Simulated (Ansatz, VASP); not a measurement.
# CuI: VASP beside Ansatz

Aim: how closely do two programs agree when they are given the same cell, functional and k mesh? The cell is taken from a series of VASP runs on this material, whose earlier steps may have relaxed, scaled or displaced it; both programs get it as it stands.

Program: Ansatz 0.2.0. Level of theory: plane waves, with VASP 6.6.1 beside it; relaxation of cell and atoms at PBE. Results are calculated unless marked as measured.

## 1. The structure

It takes space group F-43m (No. 216, cubic). The conventional cell has a = 6.092 Å, b = 6.092 Å, c = 6.092 Å, α = 90.00°, β = 90.00°, γ = 90.00°. Nearest to I lie 4 Cu at 2.64 Å. Nearest to Cu lie 4 I at 2.64 Å. Farther neighbours and most contacts between anions are not listed.

## 2. VASP: relaxation of cell and atoms, PBE

The relaxed volume is the usual yardstick between codes: its relative difference is about their pressure difference at one cell divided by the bulk modulus.

Lines of VASP's logs that name or quote its potential files are left out, and so is its time.

Contents of INCAR:

```
SYSTEM = CuI
PREC = Accurate
ENCUT = 450
EDIFF = 1E-06
NELM = 100
ISMEAR = 0
SIGMA = 0.03
LREAL = .FALSE.
ALGO = Normal
GGA = PE
NBANDS = 15
LASPH = .TRUE.
LORBIT = 11
LWAVE = .FALSE.
LCHARG = .FALSE.
KPAR = 4
IBRION = 2
NSW = 50
ISIF = 3
EDIFFG = -0.006
```

Contents of POSCAR:

```
CuI
1.0
    0.0000000000      3.0458633283      3.0458633283
    3.0458633283      0.0000000000      3.0458633283
    3.0458633283      3.0458633283      0.0000000000
I Cu
1 1
Direct
    0.0000000000      0.0000000000      0.0000000000
    0.7500000000      0.7500000000      0.7500000000
```

Contents of KPOINTS:

```
Automatic mesh
0
Gamma
6 6 6
0 0 0
```

The projector-augmented-wave data sets are I and Cu (PBE family, release 64).

Command:

```bash
$ mpirun -np 4 vasp_std
```

Numbers of over 12 decimals in the logs are rounded to 6 here.

Output:

```text
[banner, memory and clock lines left out]
running    4 mpi-ranks, on    1 nodes
 distrk:  each k-point on    1 cores,    4 groups
 distr:  one band on    1 cores,    1 groups

 POSCAR found type information on POSCAR I Cu
 POSCAR found :  2 types and       2 ions
 LDA part: xc-table for (Slater+PW92), standard interpolation
 POSCAR, INCAR and KPOINTS ok, starting setup
 FFT: planning ... GRIDC
 FFT: planning ... GRID_SOFT
 FFT: planning ... GRID
 WAVECAR not read
 entering main loop
       N       E                     dE             d eps       ncg     rms          rms(c)
DAV:   1     0.891568702829E+02    0.89157E+02   -0.68735E+03   480   0.113E+03
DAV:   2    -0.201222549104E+00   -0.89358E+02   -0.82587E+02   501   0.226E+02
DAV:   3    -0.561174798071E+01   -0.54105E+01   -0.53394E+01   655   0.593E+01
DAV:   4    -0.576007326006E+01   -0.14833E+00   -0.14827E+00   536   0.965E+00
DAV:   5    -0.576817458415E+01   -0.81013E-02   -0.81012E-02   772   0.251E+00    0.509E+00
DAV:   6    -0.569411863290E+01    0.74056E-01   -0.26921E+00   508   0.447E+01    0.331E+00
DAV:   7    -0.556009016687E+01    0.13403E+00   -0.63850E-01   529   0.266E+01    0.164E+00
DAV:   8    -0.556173072870E+01   -0.16406E-02   -0.35391E-02   773   0.270E+00    0.439E-01
DAV:   9    -0.555954166085E+01    0.21891E-02   -0.89519E-03   599   0.282E+00    0.136E-01
DAV:  10    -0.555972264093E+01   -0.18098E-03   -0.59311E-04   613   0.166E-01    0.378E-02
DAV:  11    -0.555972920181E+01   -0.65609E-05   -0.15446E-04   620   0.353E-01    0.308E-02
DAV:  12    -0.555972965326E+01   -0.45145E-06   -0.12109E-05   710   0.378E-02    0.235E-02
DAV:  13    -0.555972807943E+01    0.15738E-05   -0.79467E-06   621   0.895E-02    0.512E-03
DAV:  14    -0.555972891474E+01   -0.83531E-06   -0.24299E-06   564   0.223E-02
   1 F= -.55597289E+01 E0= -.55597289E+01  d E =-.555973E+01
 curvature:   0.00 expect dE= 0.000E+00 dE for cont linesearch  0.000E+00
 trial: gam= 0.00000 g(F)=  0.589E-45 g(S)=  0.141E-02 ort = 0.000E+00 (trialstep = 0.100E+01)
 search vector abs. value=  0.141E-02
 bond charge predicted
       N       E                     dE             d eps       ncg     rms          rms(c)
DAV:   1    -0.558921890534E+01   -0.29491E-01   -0.42577E-01   480   0.147E+01    0.135E+00
DAV:   2    -0.557323666267E+01    0.15982E-01   -0.26575E-01   480   0.150E+01    0.590E-01
DAV:   3    -0.556105663981E+01    0.12180E-01   -0.52992E-02   480   0.766E+00    0.220E-01
DAV:   4    -0.556027468769E+01    0.78195E-03   -0.32678E-03   480   0.337E-01    0.926E-02
DAV:   5    -0.556020365970E+01    0.71028E-04   -0.20533E-04   615   0.392E-01    0.711E-02
DAV:   6    -0.556018283419E+01    0.20826E-04   -0.40165E-05   713   0.609E-02    0.319E-02
DAV:   7    -0.556017549653E+01    0.73377E-05   -0.13459E-05   721   0.119E-01    0.493E-03
DAV:   8    -0.556017563906E+01   -0.14252E-06   -0.31966E-06   508   0.128E-02
   2 F= -.55601756E+01 E0= -.55601756E+01  d E =-.446724E-03
 trial-energy change:   -0.000447  1 .order   -0.000613   -0.001415    0.000188
 step:   0.7733(harm=  0.8827)  dis= 0.00000  next Energy=    -5.560199 (dE=-0.470E-03)
 bond charge predicted
       N       E                     dE             d eps       ncg     rms          rms(c)
DAV:   1    -0.556165757906E+01   -0.14821E-02   -0.22017E-02   480   0.336E+00    0.297E-01
DAV:   2    -0.556077575734E+01    0.88182E-03   -0.12328E-02   480   0.336E+00    0.122E-01
DAV:   3    -0.556025163855E+01    0.52412E-03   -0.24185E-03   480   0.157E+00    0.527E-02
DAV:   4    -0.556020398516E+01    0.47653E-04   -0.15855E-04   602   0.120E-01    0.183E-02
DAV:   5    -0.556020150950E+01    0.24757E-05   -0.46612E-06   624   0.440E-02    0.155E-02
DAV:   6    -0.556019984063E+01    0.16689E-05   -0.99802E-07   392   0.181E-02    0.428E-03
DAV:   7    -0.556019970790E+01    0.13272E-06   -0.58470E-07   282   0.140E-02
   3 F= -.55601997E+01 E0= -.55601997E+01  d E =-.470793E-03
 curvature:  -0.06 expect dE=-0.528E-07 dE for cont linesearch -0.528E-07
 trial: gam=-0.02484 g(F)=  0.450E-44 g(S)=  0.919E-06 ort = 0.361E-04 (trialstep = 0.955E+00)
 search vector abs. value=  0.697E-09
 reached required accuracy - stopping structural energy minimisation
```

OUTCAR, selected parts (step 2):

```text
ion  position               nearest neighbor table
   1  0.000  0.000  0.000-   2 2.64   2 2.64   2 2.64   2 2.64
   2  0.750  0.750  0.750-   1 2.64   1 2.64   1 2.64   1 2.64

  LATTYP: Found a face centered cubic cell.
 ALAT       =     6.0917266566

 Subroutine GETGRP returns: Found 24 space group operations
 (whereof 24 operations were pure point group operations)

The static configuration has the point symmetry T_d .

 Found     16 irreducible k-points:

   k-points           NKPTS =     16   k-points in BZ     NKDIM =     16   number of bands    NBANDS=     15

   dimension x,y,z NGX =    30 NGY =   30 NGZ =   30
   dimension x,y,z NGXF=    60 NGYF=   60 NGZF=   60

   ENCUT  =  450.0 eV  33.07 Ry    5.75 a.u.   7.45  7.45  7.45*2*pi/ulx,y,z

   NELECT =      18.0000    total number of electrons

 k-points in reciprocal lattice and weights: Automatic mesh
   0.00000000  0.00000000  0.00000000       0.005
   0.16666667  0.00000000  0.00000000       0.037
   0.33333333  0.00000000  0.00000000       0.037
   0.50000000  0.00000000  0.00000000       0.019
   0.16666667  0.16666667  0.00000000       0.028
   0.33333333  0.16666667  0.00000000       0.111
   0.50000000  0.16666667  0.00000000       0.111
  -0.33333333  0.16666667  0.00000000       0.111
  -0.16666667  0.16666667  0.00000000       0.056
[...]
-0.33333333  0.33333333  0.16666667       0.111
  -0.33333333  0.50000000  0.16666667       0.056

 average (electrostatic) potential at core
       1 -92.3676       2 -65.9165

 E-fermi :   4.5299

 k-point     1 :       0.0000    0.0000    0.0000
  band No.  band energies     occupation
    ...
      5       2.5388      2.00000
      6       2.5388      2.00000
      7       4.3637      2.00000
      8       4.3637      2.00000
      9       4.3637      2.00000
     10       5.4896      0.00000
     11       9.2412      0.00000
     12       9.2412      0.00000
     13       9.2412      0.00000
     14      12.5328      0.00000
    ...

 k-point     2 :       0.1667    0.0000    0.0000
  band No.  band energies     occupation
    ...
      5       2.5303      2.00000
      6       2.5303      2.00000
      7       3.5076      2.00000
      8       4.1737      2.00000
      9       4.1737      2.00000
     10       6.4170      0.00000
     11       9.2359      0.00000
     12       9.5837      0.00000
     13       9.5837      0.00000
     14      13.0999      0.00000
    ...

 k-point     3 :       0.3333    0.0000    0.0000
  band No.  band energies     occupation
    ...
      5       2.5409      2.00000
      6       2.5409      2.00000
      7       2.8297      2.00000
      8       3.8323      2.00000
      9       3.8323      2.00000
     10       6.6045      0.00000
     11       9.8391      0.00000
     12       9.8391      0.00000
     13      10.7635      0.00000
     14      13.0200      0.00000
    ...

  Total       -0.0035643     -0.0035643     -0.0035643      0.0000000      0.0000000      0.0000000
  in kB       -0.1018416     -0.1018416     -0.1018416      0.0000000      0.0000000      0.0000000
  external PRESSURE =      -0.1018416 kB  Pullay stress =       0.0000000 kB

  energy-cutoff  :      450.00
  volume of cell :       56.07
      direct lattice vectors                 reciprocal lattice vectors
     0.000000000  3.037918912  3.037918912    -0.164586355  0.164586355  0.164586355
     3.037918912  0.000000000  3.037918912     0.164586355 -0.164586355  0.164586355
     3.037918912  3.037918912 -0.000000000     0.164586355  0.164586355 -0.164586355

 POSITION                                       TOTAL-FORCE (eV/Angst)
 -----------------------------------------------------------------------------------
      0.00000      0.00000      0.00000        -0.000000     -0.000000     -0.000000
      4.55688      4.55688      4.55688         0.000000      0.000000      0.000000
 -----------------------------------------------------------------------------------
    total drift:                               -0.000002     -0.000002     -0.000002

  FREE ENERGIE OF THE ION-ELECTRON SYSTEM (eV)
  ---------------------------------------------------
  free  energy   TOTEN  =        -5.5601997079 eV

  energy  without entropy=       -5.5601997079  energy(sigma->0) =       -5.56019971

 reached required accuracy - stopping structural energy minimisation

 total charge
# of ion       s       p       d       tot
------------------------------------------
    1        1.493   2.760   0.052   4.305
    2        0.324   0.257   9.335   9.917
--------------------------------------------------
tot          1.817   3.017   9.387  14.222

[... 3 further parts left out ...]
```

CONTCAR:

```
CuI
   1.00000000000000
     0.0000000000000000    3.0379189124313721    3.0379189124313721
     3.0379189124313721    0.0000000000000000    3.0379189124313721
     3.0379189124313721    3.0379189124313721   -0.0000000000000000
  I               Cu
     1     1
Direct
     0.0000000000000000    0.0000000000000000    0.0000000000000000
     0.7500000000000000    0.7500000000000000    0.7500000000000000
```

## 3. Ansatz: relaxation of cell and atoms, PBE

Ansatz runs on its default PAW (the set named soft_2) files.

The same cell, functional, mesh and smearing now go to Ansatz, which takes its cutoff from its data sets.

Contents of input.yaml:

```yaml
crystal:
  lattice:
    - [0.0, 3.0458633283, 3.0458633283]
    - [3.0458633283, 0.0, 3.0458633283]
    - [3.0458633283, 3.0458633283, 0.0]
  atoms:
    - { symbol: I, position: [0.0, 0.0, 0.0] }
    - { symbol: Cu, position: [0.75, 0.75, 0.75] }
hamiltonian:
  xc: pbe
  pseudopotentials: { kind: paw }
kpoints:
  mp_grid: { grid: [6, 6, 6] }
scf:
  occupations: { method: gaussian, width: 0.03 }
relax:
  f_tol: 0.01
  max_steps: 60
  cell: { stress_tol: 0.05 }
output:
  forces: true
  stress: true
```

Command:

```bash
$ ansatz run input.yaml --threads 4 --pin off --max-ram 9216MiB --backend cpu --events-out ev --progress --plain --runs-dir out
```

Output:

```text
Engine: ansatz 0.2.0, aarch64-unknown-linux-gnu
Pseudopotentials: kind: paw
Pseudopotential: I, paw, valence charge 17, recommended cutoff 420 eV (normal), I.paw.azcp
Pseudopotential: Cu, paw, valence charge 19, recommended cutoff 420 eV (normal), Cu.paw.azcp
Functional definition: PBE
  parameter kappa = 0.804
  parameter beta = 0.066725
  exchange = pbe_x(kappa = kappa, mu = beta*pi^2/3)
  correlation = pbe_c(beta = beta)
Crystal: 2 atoms, lattice volume = 56.515 Å³
Basis set: ecut = 420 eV, 1067 PW (Γ), exchange–correlation on 60×60×60 points (8 copies of the dense FFT grid, shifted against one another)
Bands: 22, of which v1, the nominal top of the filled ones, is band 18 counted from 1 (17 counted from 0)
Symmetry: 24 space group operations
Space group: F-43m (ITA 216), of the structure as read, at distance tolerance 3.8e-5 Å
k-points: 16 of 216 (time reversal used)
Non-local potential: I, projectors of the file, l = 0: 2, l = 1: 2, l = 2: 2, l = 3: 2
Non-local potential: Cu, projectors of the file, l = 0: 3, l = 1: 2, l = 2: 3, l = 3: 1
PAW form: soft (Blöchl's): semilocal exchange-correlation on the pseudo side does not see the compensation charge
PAW one-centre angular grid: I, 590 points (default); XC on 64 Gauss nodes
PAW one-centre angular grid: Cu, 590 points (default); XC on 64 Gauss nodes
Initial density: superposition of atomic densities (neutral atoms: chi_scale 0, normalization atom), corrected by the library's trained network
Initial wavefunctions: pseudopotential atomic-orbital guess
Functional: x = pbe(κ = 0.804, μ = 0.219515), c = pbe(β = 0.066725)
SCF iter   1: F=—  HF=-14138.363934 eV  |F-HF|=—  |Δ(HF+E_count)|=         —  Δρ=1.35e-3  dr2=7.96e-4  ethr=1.77e-3  ⟨swp⟩=6.3  Hψ=1730  notcnv=0
preconditioner: auto → none  [insulator: Δε(μ)=1.097 eV  Ē_g=8.902 eV  σ=0.030 eV  W_gap=1.00  n_scr=14 (ndim 8)  ℏωp=21.0 eV  f_vac=0.184  D(μ)=0.00/eV (n_scr^D=0)  ε∞_Penn≈6.5]
SCF iter   2: F=—  HF=-14138.364209 eV  |F-HF|=—  |Δ(HF+E_count)|=   2.75e-4  Δρ=2.30e-3  dr2=1.85e-3  ethr=2.21e-6  ⟨swp⟩=2.9  Hψ=866  notcnv=0
SCF iter   3: F=—  HF=-14138.363796 eV  |F-HF|=—  |Δ(HF+E_count)|=   4.13e-4  Δρ=1.98e-4  dr2=1.82e-5  ethr=2.21e-6  ⟨swp⟩=2.0  Hψ=631  notcnv=0
SCF iter   4: F=—  HF=-14138.363834 eV  |F-HF|=—  |Δ(HF+E_count)|=   3.80e-5  Δρ=6.21e-5  dr2=1.37e-6  ethr=5.07e-8  ⟨swp⟩=2.0  Hψ=496  notcnv=0
SCF iter   5: F=—  HF=-14138.363840 eV  |F-HF|=—  |Δ(HF+E_count)|=   6.63e-6  Δρ=2.17e-5  dr2=2.76e-7  ethr=3.80e-9  ⟨swp⟩=2.0  Hψ=572  notcnv=0
SCF iter   6: F=-14138.363841 eV  HF=-14138.363841 eV  |F-HF|=9.60e-9  |Δ(HF+E_count)|=   6.59e-7  Δρ=4.75e-6  dr2=8.51e-9  ethr=2.78e-10  ⟨swp⟩=5.0  Hψ=1349  notcnv=0
SCF 1 converged in 6 iterations: F = -14138.363841 eV  dr2 = 8.51e-9
  greatest PAW one-centre occupation: 1.000 electrons in one spin orbital (limit 2), on the Cu atom at site 1 (counted from 0), in its partial waves of l = 0
relax step   1: F+E_penalty+E_count = -14138.36384083 eV  Δ(F+E_penalty+E_count) = +0.000e0 eV  max|allowed force component| = 5.320e-17 eV/Å  Δτ_max = 0.0000 Å  P = -0.222 GPa  Ω = 56.515 Å³  (6 SCF iters, dr2 threshold 1.00e-7 eV, accepted)
[...]
relax step   2: F+E_penalty+E_count = -14138.36415640 eV  Δ(F+E_penalty+E_count) = -3.156e-4 eV  max|allowed force component| = 2.053e-17 eV/Å  Δτ_max = 0.0000 Å  P = -0.013 GPa  Ω = 56.205 Å³  energy of the carried Pulay correction = +8.702e-5 eV  (5 SCF iters, dr2 threshold 1.24e-7 eV, accepted)
[...]
relax step   3: F+E_penalty+E_count = -14138.36409806 eV  Δ(F+E_penalty+E_count) = +5.834e-5 eV  max|allowed force component| = 1.821e-17 eV/Å  Δτ_max = 0.0000 Å  P = -0.012 GPa  Ω = 56.205 Å³  stress off target by 1.25e-2 GPa  SCF on the basis re-selected at this cell (its energy is not comparable with the rows above)  (6 SCF iters)
basis re-selected at this cell: Δ(F+E_penalty+E_count) = +5.834e-5 eV, ΔP = +0.000 GPa vs the last step (what re-selecting the basis moved, of the pressure what is left beyond the Pulay correction that the steps carried, after the strain that the cell walked since its last selection, with what the two solves' SCF thresholds leave and, on support functions, any second-order correction that the steps lacked; it is no m [...]
SCF converged after 6 iterations
Free energy (F): -14138.364098 eV
Harris-Foulkes:  -14138.364098 eV  (|F-HF|=3.64e-12)
Internal energy: -14138.364098 eV  (E = F + TS)
E sigma→0 (E₀):  -14138.364098 eV
Fermi energy:    8.581852 eV
--- Per-component energies (eV) ---
  E_band       = -870.853184
  E_kinetic    = 489.306649
  E_local      = -7643.292102  (includes V_loc(G=0)·N_el)
  E_nonlocal   = 313.820442
  E_hartree    = 3551.610407
  E_xc         = -215.144942
  E_vxc        = -240.915983  (∫ρ·V_xc dr)
  E_paw        = -6492.533300  (= ΣΔE_a)
  E_vpaw       = -892.993361  (= ΣTr[D̂ρ^β])
  E_aug_tail   = 0.000266  (compensation charges beyond the density's cutoff)
  E_ewald      = -4142.131520
  E_smearing   = -0.000000  (= −TS)
  E_closure    = -0.000000  (closes the sum)
  Σ components = -14138.364098   (vs F -14138.364098, Δ=0.00e0)
--- Forces (eV/Å), atoms counted from 1 ---
  atom   1  I     -0.00000000     0.00000000     0.00000000
  atom   2  Cu     0.00000000     0.00000000    -0.00000000
  max |Σ_I F_I| component: 3.76e-17 eV/Å
--- Stress (GPa, compression-positive) ---
       -0.012482       0.000000      -0.000000
        0.000000      -0.012482       0.000000
       -0.000000       0.000000      -0.012482
  P = ⅓ Tr σ = -0.0125 GPa (-0.125 kbar)
--- Relaxed structure (2 steps of the walk, 2 accepted, 1 SCFs on fresh bases) ---
  F+E_penalty+E_count = -14138.36409806 eV   max|allowed force component| = 1.821e-17 eV/Å   (the final SCF, on the basis selected at the relaxed cell)
  cell:  # Å, volume = 56.2046 Å³
    - [0, 3.040282, 3.040282]
    - [3.040282, 0, 3.040282]
    - [3.040282, 3.040282, 0]
  atoms:
    - { symbol: I, position: [0, 0, 0] }
    - { symbol: Cu, position: [0.75, 0.75, 0.75] }
```

Run time: 3 s. Hardware: 4 threads of Arm Neoverse N1, shared host; peak memory 0.35 GiB.

## 4. Comparison

Known differences besides the potentials themselves: both relaxations stop at a tolerance, which leaves soft axes loose, and VASP keeps its plane-wave basis; the data sets hold 36 valence electrons in Ansatz (default PAW (the set named soft_2) files) and 18 in VASP; the cutoff is 420 eV in Ansatz and 450 eV in VASP; Ansatz adds a Pulay correction to the stress that steers its cell, VASP none. Total energies have different zeros and are not compared.

Compared:

| quantity | Ansatz | VASP | difference |
| --- | --- | --- | --- |
| volume (Å³) | 56.20 | 56.07 | +0.23 % |
| edge a after relaxation, in the typed setting (Å) | 4.300 | 4.296 | +0.08 % |

The walks stopped with -0.01 GPa left in Ansatz and -0.01 GPa in VASP; each walk ends within a tolerance, so the volume difference is uncertain by about these residues over the bulk modulus, most in soft cells.

## 5. What came out

| Quantity | Value |
| --- | --- |
| difference in volume (relaxation of cell and atoms, PBE) | 0.23 % |

The difference in volume is 0.23 % (relaxation of cell and atoms, PBE), within the 1.2 % picked in this series as the mark of a large difference, as far as the stopping tolerances let one tell. Such differences can come from data sets, numerical settings and the points named under the comparisons, not from the functional's error against experiment.

[Lines on the potential files, build, host, timing and source positions are cut from VASP's logs without a mark.]

[Logs are printed without paths, hosts, clocks, repeated set-up lines and the standing remarks that a program may print on its own settings, such as how far it seeks lower states.]

[Hosts, paths, dates, database ids (printed as entryN), source tags and the programs' standing remarks are cut or masked in the printed files.]
